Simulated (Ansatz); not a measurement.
Ta2Si: how the energy converges with the cutoff

Ta2Si, P1, a = 5.054 Å, b = 4.996 Å, c = 5.042 Å, α, β, γ = 103.4°, 105.8°, 120.2°. Ansatz: r2SCAN, PAW, cutoff varied, Γ-centred 8×8×8 mesh on 6 atoms, Gaussian smearing 0.10 eV; no spin polarisation. Single points at one geometry with displaced atoms, the cutoff alone changed; ΔE is the energy at zero smearing over the run at 600 eV. The runs up to 350 eV lie under the cutoff recommended for these PAW datasets.

| cutoff (eV) | ΔE (meV/atom) |
| --- | --- |
| 200 | ? |
| 250 | 116.79 |
| 300 | 23.47 |
| 350 | 9.03 |
| 500 | 1.32 |

Task: Assume ΔE falls exponentially with the cutoff, fit y = ln ΔE against x, the cutoff in eV, to the other rows, and predict the missing value.

Result: y = 4.760, 3.156, 2.201, 0.278. Means x = 350.0, y = 2.5988; Σ(Δx)² = 35000, ΣΔxΔy = -592.1; the slope is their ratio. y = 8.520 − 0.01692 x, a factor of ten per 136 eV. At 200 eV this gives ΔE = 170.03 meV/atom. The run gave 920.71, a ratio of 0.18. Between neighbouring rows the decay runs from a factor of ten per 56 eV to one per 180 eV, so one exponential is only a rough guide. The fast fall gives way to a slow tail, so a fit to low cutoffs promises convergence too early. The reference at 600 eV isn't the complete basis: by the fit it lies 0.20 meV/atom above it, and every ΔE is lowered by that much, or by more if the decay slows beyond the rows, as it often does.

6 further runs of this set didn't finish or converge.

Cost: 6 runs of about 9.4 core-minutes in all, on AMD EPYC 7R43 (Zen 3) (shared hosts).